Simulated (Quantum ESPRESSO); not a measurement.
**NaCl under changes of volume**

One of the cells (21.813 Å³/atom); the others are scaled copies at fixed shape and fractional positions:

```xyz
2
Lattice="0.0000 2.7941 2.7941 2.7941 0.0000 2.7941 2.7941 2.7941 0.0000" Properties=species:S:1:pos:R:3 pbc="T T T"
Cl    2.7941    2.7941    2.7941
Na    0.0000    0.0000    0.0000
```

The cell is a database's computed one.

```yaml
Program: Quantum ESPRESSO 7.5
Functional: r2SCAN
Potentials_or_basis: SG15 PBE 1.2
Cutoff: 952 eV
Density_cutoff: 3810 eV
k_mesh: 6 × 6 × 6
Occupations: fermi-dirac, width 0.05 eV
Spin: no spin polarisation
```

| volume (Å³/atom) | energy over the lowest point (meV/atom) | pressure (GPa) | gap on the mesh (eV) |
| --- | --- | --- | --- |
| 20.504 | 14.83 | 2.6 | 6.23 |
| 20.940 | 8.29 | 1.8 | 6.14 |
| 21.376 | 3.72 | 1.1 | 6.05 |
| 21.813 | ? | ? | ? |
| 22.249 | 0.00 | -0.1 | 5.88 |
| 22.685 | 0.40 | -0.6 | 5.80 |
| 23.121 | 2.11 | -1.1 | 5.72 |

Problem. What does the run at 21.813 Å³/atom give?

Solution. Energy over the lowest point 1.06 meV/atom; pressure 0.4 GPa; gap on the mesh 5.96 eV.

Worked out: A Birch-Murnaghan fit of order 3 (a polynomial in V^(-2/3)) to the other rows has its minimum at 22.34 Å³/atom with B0 = V·E''(V) = 27 GPa and B' = 4.7. It gives 1.05 meV/atom at 21.813 Å³/atom, against the run's 1.06, and -dE/dV = 0.7 GPa, against 0.4. A straight line through the other rows of the gap, of slope -4.25 eV per unit of ln V (its deformation potential), gives 5.97 eV, against the run's 5.96.

Energies are extrapolated to zero smearing.

Caveats: the potentials were made for another functional, which shifts forces and pressure; this potential file gives levels or pressures that part from those of other sets.
